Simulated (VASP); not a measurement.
Input of a VASP 6.6.1 run:

File INCAR:

```
SYSTEM = Al2Cu
PREC     = Accurate       ! precision mode
ENCUT    = 520            ! plane-wave cutoff, eV
EDIFF    = 1E-6           ! SCF threshold, eV
ISMEAR   = 0              ! smearing method
SIGMA    = 0.5            ! smearing width, eV
LREAL    = .False.        ! projectors in reciprocal space
LASPH    = .True.         ! aspherical terms in the spheres
NELM     = 60             ! most SCF steps
ALGO     = Normal         ! electronic algorithm
ISIF     = 2              ! what is computed and relaxed
LWAVE    = .False.        ! write WAVECAR
LCHARG   = .False.        ! write CHGCAR
GGA      = PS             ! functional
NBANDS   = 16             ! bands
```

Contents of KPOINTS:

```
regular mesh
0
Gamma
  14 14 14
  0 0 0
```

The input POSCAR:

```
Al2Cu
1.0
   -2.0266700000      2.0266700000      2.8653200000
    2.0266700000     -2.0266700000      2.8653200000
    2.0266700000      2.0266700000     -2.8653200000
Al Cu
2 1
Direct
    0.7500000000      0.2500000000      0.5000000000
    0.2500000000      0.7500000000      0.5000000000
    0.5000000000      0.5000000000      0.0000000000
```

Potentials or basis: VASP PAW PBE potentials, release 64 (Al, Cu).

The run is started by

```console
$ cat potpaw_PBE.64/Al/POTCAR potpaw_PBE.64/Cu/POTCAR > POTCAR
$ mpirun -np 1 vasp_std > vasp.out
```

Problem. Predict the band gap on the k mesh.

Solution. None (metal or under the smearing width).

Problem. Predict the pressure.

Solution. 0.0 GPa.

Caveat: the PAW data sets were made with another functional, which shifts forces and pressure a little.
